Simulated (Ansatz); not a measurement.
A run of Ansatz 0.2.0 is set up as follows.

Contents of input.yaml:

```yaml
crystal:
  lattice:
    - [0.0, 3.039, 3.039]
    - [3.039, 0.0, 3.039]
    - [3.039, 3.039, 0.0]
  atoms:
    - { symbol: Hg, position: [0.0, 0.0, 0.0], spin: 0.5 }
    - { symbol: Se, position: [0.75, 0.75, 0.75] }
kpoints:
  mp_grid: { grid: [8, 8, 8] }
  band_path:
    path:
      - [0.0, 0.0, 0.0]
      - [0.5, 0.0, 0.5]
      - [0.5, 0.25, 0.75]
      - [0.375, 0.375, 0.75]
      - [0.0, 0.0, 0.0]
      - [0.5, 0.5, 0.5]
      - [0.625, 0.25, 0.625]
      - [0.5, 0.25, 0.75]
    npoints: 6
scf:
  occupations: { method: fermi_dirac, width: 0.025 }
hamiltonian:
  xc: { exchange: rpbe, correlation: lyp }
  pseudopotentials: { kind: all_electron, lapw: { basis_error: 0.001 } }
magnetization:
  spin_polarized: true
output:
  forces: true
  stress: true
  eigenvalues: true
```

Potentials or basis: all-electron LAPW, scalar-relativistic.

Run with:

```bash
$ ansatz run input.yaml --threads 1 --pin off --max-ram 2560MiB --backend cpu --events-out ev --progress --plain --runs-dir out
```

Q: What does it give for the pressure?

A: 10.5 GPa.

Q: Estimate the absolute moment.

A: 0.00 μB per cell.

Levels at the corners of the path, in eV from the Fermi level:
Spin up:
```tsv
point	band 32	band 33	band 34	band 35	band 36	band 37
Γ	-0.91	-0.02	-0.02	-0.02	5.57	5.57
X	-5.09	-2.29	-2.29	2.82	3.20	8.68
W	-5.29	-2.70	-2.39	3.58	5.31	6.20
K	-5.24	-2.84	-1.87	2.97	4.61	8.22
Γ	-0.91	-0.02	-0.02	-0.02	5.57	5.57
L	-5.47	-0.98	-0.98	1.16	6.36	6.36
U	-5.24	-2.84	-1.87	2.97	4.61	8.22
W	-5.29	-2.70	-2.39	3.58	5.31	6.20
```
Spin down:
```tsv
point	band 31	band 32	band 33	band 34	band 35	band 36	band 37	band 38
Γ	-6.47	-0.91	-0.02	-0.02	-0.02	5.57	5.57	5.57
X	-6.09	-5.09	-2.29	-2.29	2.82	3.20	8.68	9.90
W	-5.85	-5.29	-2.70	-2.39	3.58	5.31	6.20	7.74
K	-5.94	-5.24	-2.84	-1.87	2.97	4.61	8.22	8.29
Γ	-6.47	-0.91	-0.02	-0.02	-0.02	5.57	5.57	5.57
L	-6.14	-5.47	-0.98	-0.98	1.16	6.36	6.36	7.17
U	-5.94	-5.24	-2.84	-1.87	2.97	4.61	8.22	8.29
W	-5.85	-5.29	-2.70	-2.39	3.58	5.31	6.20	7.74
```

Caveat: spin-orbit coupling is left out, which moves the levels of the heavy elements; the starting moments weren't kept.
